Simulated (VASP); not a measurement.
# I2 in VASP: settings compared

One molecule, I2, is run at these levels: PBE+D3(BJ), PBE, RPBE, RPBE+D3(BJ), optB86b-vdW; tasks: relaxation of the atoms, single point.

Everything below comes from runs of VASP 6.6.1. Logs are shortened: lines on timing, memory, paths and dates and some standing lists are left out, and cuts for length are marked.

**1. Starting point**

The cell holds a molecule in a box, 2 atoms: a = 12.980 Å, b = 13.480 Å, c = 13.980 Å, α = 90.00°, β = 90.00°, γ = 90.00°.

**2. Relaxation of the atoms, PBE+D3(BJ)**

INCAR reads:

```
ALGO = Fast
EDIFF = 1E-6
EDIFFG = -0.03
ENCUT = 400
GGA = PE
IBRION = 2
ISIF = 2
ISMEAR = 0
ISYM = 0
IVDW = 12
LASPH = True
LCHARG = False
LREAL = False
LWAVE = False
NELM = 60
NSW = 120
PREC = Accurate
SIGMA = 0.01
```

KPOINTS reads:

```
k-points
0
Gamma
  1 1 1
```

POSCAR reads:

```
I
1.0
   12.9797068966      0.0000000000      0.0000000000
    0.0000000000     13.4797068966      0.0000000000
    0.0000000000      0.0000000000     13.9797068966
I
2
Selective dynamics
Direct
    0.5955224535      0.5389366430      0.5076943308  F F F
    0.4044775465      0.4684819160      0.4923056692  T T T
```

Potentials or basis: VASP PAW PBE potentials, release 64 (I).

Run with:

```bash
$ cat potpaw_PBE.64/I/POTCAR > POTCAR
$ mpirun -np 4 vasp_gam > vasp.out
```

OUTCAR:

```text
EDIFF = 1E-6
   EDIFFG = -0.03
   ENCUT = 400
   GGA = PE
   IBRION = 2
   ISIF = 2
   ISMEAR = 0
   ISYM = 0
   IVDW = 12
   LASPH = True
   LREAL = False
   NELM = 60
   NSW = 120
   PREC = Accurate
 IVDW          = 12

 ion  position               nearest neighbor table
   1  0.596  0.539  0.508-   2 2.66
   2  0.404  0.468  0.492-   1 2.66

IMPORTANT INFORMATION: All symmetrisations will be switched off!
NOSYMM: (Re-)initialisation of all symmetry stuff for point group C_1.

----------------------------------------------------------------------------------------

                                     Primitive cell

  volume of cell :    2445.9265

  direct lattice vectors                    reciprocal lattice vectors
    12.979706897  0.000000000  0.000000000     0.077043342  0.000000000  0.000000000
     0.000000000 13.479706897  0.000000000     0.000000000  0.074185589  0.000000000
     0.000000000  0.000000000 13.979706897     0.000000000  0.000000000  0.071532258

  length of vectors
    12.979706897 13.479706897 13.979706897     0.077043342  0.074185589  0.071532258

  position of ions in fractional coordinates (direct lattice)
     0.595522454  0.538936643  0.507694331
     0.404477546  0.468481916  0.492305669

  ion indices of the primitive-cell ions
   primitive index   ion index
                 1           1
                 2           2

----------------------------------------------------------------------------------------

 KPOINTS: k-points

Automatic generation of k-mesh.
 Grid dimensions read from file:
 generate k-points for:    1    1    1

 Generating k-lattice:

  Cartesian coordinates                     Fractional coordinates (reciprocal lattice)
     0.077043342  0.000000000  0.000000000     1.000000000  0.000000000  0.000000000
     0.000000000  0.074185589  0.000000000     0.000000000  1.000000000  0.000000000
     0.000000000  0.000000000  0.071532258     0.000000000  0.000000000  1.000000000

  Length of vectors
     0.077043342  0.074185589  0.071532258

  Shift w.r.t. Gamma in fractional coordinates (k-lattice)
     0.000000000  0.000000000  0.000000000

 Subroutine IBZKPT returns following result:
 ===========================================

 Found      1 irreducible k-points:

 Following reciprocal coordinates:
            Coordinates               Weight
  0.000000  0.000000  0.000000      1.000000
   k-points           NKPTS =      1   k-points in BZ     NKDIM =      1   number of bands    NBANDS=     12
   number of dos      NEDOS =    301   number of ions     NIONS =      2
   total plane-waves  NPLWV = 777600
   dimension x,y,z NGX =    90 NGY =   90 NGZ =   96
   dimension x,y,z NGXF=   180 NGYF=  180 NGZF=  192
   ions per type =               2
   NGX,Y,Z   is equivalent  to a cutoff of  11.53, 11.10, 11.42 a.u.
   NGXF,Y,Z  is equivalent  to a cutoff of  23.05, 22.20, 22.83 a.u.
 SYSTEM =  unknown system
   PREC   = accura    normal or accurate (medium, high low for compatibility)
   ISTART =      0    job   : 0-new  1-cont  2-samecut
   ICHARG =      2    charge: 1-file 2-atom 10-const
   ISPIN  =      1    spin polarized calculation?
   LNONCOLLINEAR =      F non collinear calculations
   LSORBIT =      F    spin-orbit coupling
   LASPH  =      T    aspherical Exc in radial PAW
   ENCUT  =  400.0 eV  29.40 Ry    5.42 a.u.  21.17 21.98 22.80*2*pi/ulx,y,z
   NELM   =     60;   NELMIN=  2; NELMDL= -5     # of ELM steps
   EDIFF  = 0.1E-05   stopping-criterion for ELM
   LREAL  =      F    real-space projection
   EDIFFG = -.3E-01   stopping-criterion for IOM
   NSW    =    120    number of steps for IOM
   IBRION =      2    ionic relax: 0-MD 1-quasi-New 2-CG
   NFREE  =      1    steps in history (QN), initial steepest desc. (CG)
   ISIF   =      2    stress and relaxation
   ISYM   =      0    0-nonsym 1-usesym 2-fastsym
   POTIM  = 0.5000    time-step for ionic-motion
   TEBEG  =    0.0;   TEEND  =   0.0 temperature during run
   PSTRESS=    0.0 pullay stress
   NELECT =      14.0000    total number of electrons
   NUPDOWN=      -1.0000    fix difference up-down
   EMIN   =  10.00;   EMAX   =-10.00  energy-range for DOS
   EFERMI =   0.00;   METHOD = LEGACY
   ISMEAR =     0;   SIGMA  =   0.01  broadening in eV -4-tet -1-fermi 0-gaus
   EFERMI_NEDOS =   21; number of points for ismear=-14 and -15
   IALGO  =     68    algorithm
   IMIX   =      4    mixing-type and parameters
     AMIX     =   0.40;   BMIX     =  1.00
     AMIX_MAG =   1.60;   BMIX_MAG =  1.00
  volume/ion in A,a.u.               =    1222.96      8252.96
  Fermi-wavevector in a.u.,A,eV,Ry     =   0.292844  0.553395  1.166803  0.085758
  Thomas-Fermi vector in A             =   1.153910
   LORBIT       =      0    0 simple, 1 ext, 2 COOP (PROOUT), +10 PAW based schemes
   GGA     = PE    functional components
   LHFCALC =     F    Hartree Fock is set to
   AEXX    =    0.0000 exact exchange contribution
   IVDW    =    12    specifies the selected vdW correction
   LEPSILON=     F    determine dielectric tensor
   LRPA    =     F    only Hartree local field effects (RPA)
 conjugate gradient relaxation of ions
 non-spin polarized calculation
 RMM-DIIS sequential band-by-band and
 Gauss-broadening in eV      SIGMA  =   0.01
  energy-cutoff  :      400.00
  volume of cell :     2445.93
 maximum number of plane-waves:     22175
 NGX is ok and might be reduce to    90
   NGX = 43   NGY = 43   NGZ = 45

--------------------------------------- Ionic step        1  -------------------------------------------

 number of electron      14.0000003 magnetization

 Free energy of the ion-electron system (eV)
  ---------------------------------------------------
  ext. energy  EPLUGINS =         0.00000000
  ---------------------------------------------------
  free energy    TOTEN  =        -2.66970625 eV

  energy without entropy =       -2.66970625  energy(sigma->0) =       -2.66970625

------------------------ aborting loop because EDIFF is reached ----------------------------------------

 Edisp (eV)   -0.04903

 E8    (eV) :    -0.0244

  FORCE on cell =-STRESS in cart. coord.  units (eV):
  Direction    XX          YY          ZZ          XY          YZ          ZX
  --------------------------------------------------------------------------------------
  -------------------------------------------------------------------------------------
  Total       0.47564     0.06351    -0.00407     0.18583     0.01628     0.04209
  in kB       0.31156     0.04160    -0.00267     0.12173     0.01066     0.02757
  external pressure =        0.12 kB  Pullay stress =        0.00 kB
[... 61 lines left out ...]
  energy  without entropy=       -2.7202520333  energy(sigma->0) =       -2.72025203

--------------------------------------- Ionic step        3  -------------------------------------------

 number of electron      14.0000003 magnetization

 Free energy of the ion-electron system (eV)
  ---------------------------------------------------
  ext. energy  EPLUGINS =         0.00000000
  ---------------------------------------------------
  free energy    TOTEN  =        -2.67166456 eV

  energy without entropy =       -2.67166456  energy(sigma->0) =       -2.67166456

 E-fermi :  -5.9264     XC(G=0):  -0.6053

 val. band max:       -5.9939247825   @ k =   0.0000   0.0000   0.0000
 cond. band min:      -4.1733912710   @ k =   0.0000   0.0000   0.0000
 fundamental gap:      1.8205335115
 Fermi energy:        -5.9263972392

 k-point     1 :       0.0000    0.0000    0.0000
  band No.  band energies     occupation
      1     -18.5539      2.00000
      2     -16.3902      2.00000
      3      -9.3065      2.00000
      4      -7.5797      2.00000
      5      -7.5794      2.00000
      6      -5.9943      2.00000
      7      -5.9939      2.00000
      8      -4.1734      0.00000
      9      -0.3909      0.00000
     10       0.5124      0.00000
     11       0.5821      0.00000
     12       0.6199      0.00000
[... 31 lines left out ...]
  FREE ENERGIE OF THE ION-ELECTRON SYSTEM (eV)
  ---------------------------------------------------
  free  energy   TOTEN  =        -2.7206274929 eV

  energy  without entropy=       -2.7206274929  energy(sigma->0) =       -2.72062749

 reached required accuracy - stopping structural energy minimisation
```

Wall time 64 s (4 MPI ranks of Intel Xeon Platinum 8488C (Sapphire Rapids), shared host); peak memory 0.49 GiB.

What came out:

```
Free energy                     : -2.7206 eV
Energy gained by relaxing       : 0.9 meV/atom
Ionic steps                     : 3
Gap between the frontier levels : 1.82 eV
Dispersion energy per atom      : -0.024 eV
```

Step by step:
```csv
step,energy change (eV),largest force (eV/Å),pressure (GPa)
1,0.0000,0.2100,0.01
2,-0.0015,0.0935,0.01
3,-0.0019,0.0148,0.00
```

Final structure:
```xyz
2
Lattice="12.9797 0.0000 0.0000 0.0000 13.4797 0.0000 0.0000 0.0000 13.9797" Properties=species:S:1:pos:R:3 pbc="T T T"
I     7.7297    7.2647    7.0974
I     5.2314    6.3078    6.8807
```

Levels at points of the mesh, in eV from the valence-band top:
| k point | band 5 | band 6 | band 7 | band 8 | band 9 | band 10 |
| --- | --- | --- | --- | --- | --- | --- |
| (0.00, 0.00, 0.00) | -1.59 | 0.00 | 0.00 | 1.82 | 5.60 | 6.51 |

Caveat: spin-orbit coupling is left out, which moves the levels of the heavy elements. Expect the measured gap to be larger: semilocal functionals such as PBE lack the derivative discontinuity.

(Part 1 of 2 ends here.)
